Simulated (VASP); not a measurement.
Here is a VASP 6.6.1 calculation.

INCAR

```
SYSTEM = ZnS
PREC     = Accurate       ! precision mode
ENCUT    = 520            ! plane-wave cutoff, eV
EDIFF    = 1E-6           ! SCF threshold, eV
ISMEAR   = -1             ! smearing method
SIGMA    = 0.05           ! smearing width, eV
LREAL    = .False.        ! projectors in reciprocal space
LASPH    = .True.         ! aspherical terms in the spheres
NELM     = 80             ! most SCF steps
ALGO     = Normal         ! electronic algorithm
ISIF     = 2              ! what is computed and relaxed
LWAVE    = .False.        ! write WAVECAR
LCHARG   = .False.        ! write CHGCAR
GGA      = PS             ! functional
NBANDS   = 26             ! bands
```

KPOINTS

```
regular mesh
0
Gamma
  8 8 5
  0 0 0
```

The input POSCAR:

```
ZnS
1.0
    3.7816280270      0.0000000000      0.0000000000
   -1.8908140135      3.2749859391      0.0000000000
    0.0000000000      0.0000000000      6.2088946238
Zn S
2 2
Direct
    0.6666666667      0.3333333333      0.5054429296
    0.3333333333      0.6666666667      0.0054429296
    0.6666666667      0.3333333333      0.8795570704
    0.3333333333      0.6666666667      0.3795570704
```

Potentials or basis: VASP PAW PBE potentials, release 64 (Zn, S).

Command:

```sh
$ cat potpaw_PBE.64/Zn/POTCAR potpaw_PBE.64/S/POTCAR > POTCAR
$ mpirun -np 1 vasp_std > vasp.out
```

(1) Estimate the band gap on the k mesh.

(2) Predict the pressure.

Answers

(1) 2.16 eV, direct.

(2) 0.2 GPa.

Caveat: the PAW data sets were made with another functional, which shifts forces and pressure a little.

**Measured values to compare with.**

A printed reference work, monograph reports, for a bulk crystal of ZnS at 4 K: band gap 3.911 eV (direct).

Against the measured gap of ZnS, 3.911 eV (direct; 4 K; a printed reference work, monograph), the calculated 2.16 eV is off by -1.75 eV. The value is that of PBEsol, without temperature or zero-point motion. Semilocal functionals fall short of measured gaps as a rule.
